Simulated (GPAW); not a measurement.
LiH:

```
Li H
1.0
     0.00000    2.03675    2.03675
     2.03675    0.00000    2.03675
     2.03675    2.03675    0.00000
Li H
1 1
Direct
  0.00000 0.00000 0.00000
  0.50000 0.50000 0.50000
```

Base run:

```yaml
Program: GPAW 26.7.0
Functional: RPBE
Potentials_or_basis: the program's PAW data sets (release 1.2.1) made for this functional
Cutoff: 800 eV
Basis: pw
k_mesh: 11 × 11 × 11
Occupations: gaussian, width 0.1 eV
Spin: no spin polarisation
```

Its results: band gap on the k mesh 3.35 eV, direct; pressure 0.2 GPa.

**Question.** The run is repeated on the same cell with these changes: functional from RPBE to LDA; occupations from gaussian, width 0.1 eV to fermi-dirac, width 0.05 eV. What comes out?

**Answer.** Band gap on the k mesh 2.83 eV, direct; pressure -3.4 GPa.

Caveats: an odd mesh through Γ misses points on the zone boundary, where band edges often lie (some runs); the mesh misses the band edges, which the band path finds closer together (some runs).

Not every run made on this cell is shown here.
